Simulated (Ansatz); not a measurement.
Reactions of ClH$_{2}$NOSW (`[NH2][W](=[O])(=[S])[Cl]`).

Gas-phase electronic energies from Ansatz, PBE0-D4/def2-TZVP geometries. CCSD(T)/CBS adds triple-zeta CCSD(T) − MP2 to the extrapolated MP2 energy (def2 sets, frozen cores). Functionals use def2-TZVPP. B3LYP here is the variant with VWN-RPA as its local correlation; programs differ in this. Elements past krypton have def2 core potentials. For W outer-core shells are correlated without core-valence functions, which leaves a few kJ/mol of doubt a bond. Each species was taken in one conformer, which may not be the lowest.

```
                                                                                         reaction  B2PLYP (kJ/mol)  B3LYP-D4 (kJ/mol)  ωB97X-V (kJ/mol)  CCSD/CBS(def2) (kJ/mol)  CCSD(T)/CBS(def2) (kJ/mol)
                   `[NH2][W](=[O])(=[S])[Cl]` + `N=C(O)O` → `[O]=[W]([OH])(=[S])[Cl]` + `N=C(N)O`              -28                -28               -27                      -24                         -24
           `[NH2][W](=[O])(=[S])[Cl]` + `CS[SiH2]BO` → `[NH2][W](=[O])([OH])=[S]` + `CS[SiH2]BCl`               81                 75                69                       73                          76
`[NH2][W](=[O])(=[S])[Cl]` + `N[SiH2]C[SiH2]N` → `[NH2][W]([NH2])(=[O])=[S]` + `N[SiH2]C[SiH2]Cl`               17                 15                 8                        8                          13
          `[NH2][W](=[O])(=[S])[Cl]` + `ClC1O[SiH2]1` → `[O]=[W](=[S])([Cl])[Cl]` + `NC1O[SiH2]1`              -54                -48               -44                      -45                         -48
      `[NH2][W](=[O])(=[S])[Cl]` + `FC(F)=CC(F)F` → `[NH2][W](=[O])([F])=[S]` + `F/C(Cl)=C\C(F)F`               12                  8                 6                       11                          11
```

Largest T1 diagnostic: 0.022, for `[NH2][W](=[O])([OH])=[S]`.
